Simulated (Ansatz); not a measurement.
# Se (bcc type): the cost of one run

Program: Ansatz 0.2.0. Level of theory: DFT, PBE, PAW with Ansatz's default frozen-core files, scalar-relativistic. These are calculated values, not measurements.

### 1 The system as given

The structure is cubic, space group Im-3m (No. 229). The conventional cell has a = 3.476 Å, b = 3.476 Å, c = 3.476 Å, α = 90.00°, β = 90.00°, γ = 90.00°. Around Se (site symmetry m-3m) lie 8 Se at 3.01 Å.

Coordinates:

```cif
data_structure
_symmetry_space_group_name_H-M 'P 1'
_symmetry_Int_Tables_number 1
_cell_length_a 3.0103
_cell_length_b 3.0103
_cell_length_c 3.0103
_cell_angle_alpha 109.471
_cell_angle_beta 109.471
_cell_angle_gamma 109.471
_cell_volume 21.00
loop_
_atom_site_label
_atom_site_type_symbol
_atom_site_fract_x
_atom_site_fract_y
_atom_site_fract_z
_atom_site_occupancy
Se1 Se 0.00000 0.00000 0.00000 1
```

### 2 Cell relaxed at zero pressure, PAW

File input.yaml:

```yaml
crystal:
  lattice:
    - [-1.7380133224, 1.7380133224, 1.7380133224]
    - [1.7380133224, -1.7380133224, 1.7380133224]
    - [1.7380133224, 1.7380133224, -1.7380133224]
  atoms:
    - { symbol: Se, position: [0.0, 0.0, 0.0] }
kpoints:
  mp_grid: { grid: [19, 19, 19] }
scf:
  occupations: { method: fermi_dirac, width: 0.1 }
hamiltonian:
  xc: pbe
  pseudopotentials: { kind: paw }
output:
  forces: true
  stress: true
relax:
  f_tol: 0.005
  max_steps: 40
  cell: {}
```

The run is started by

```console
$ ansatz run input.yaml --threads 1 --pin off --max-ram 3584MiB --backend cpu --events-out ev --progress --plain --runs-dir out
```

Q: Estimate wall time and peak memory on 1 thread of Intel Xeon 6975P-C (Granite Rapids), shared host.

About 5.4 s, with a peak of 0.37 GiB.
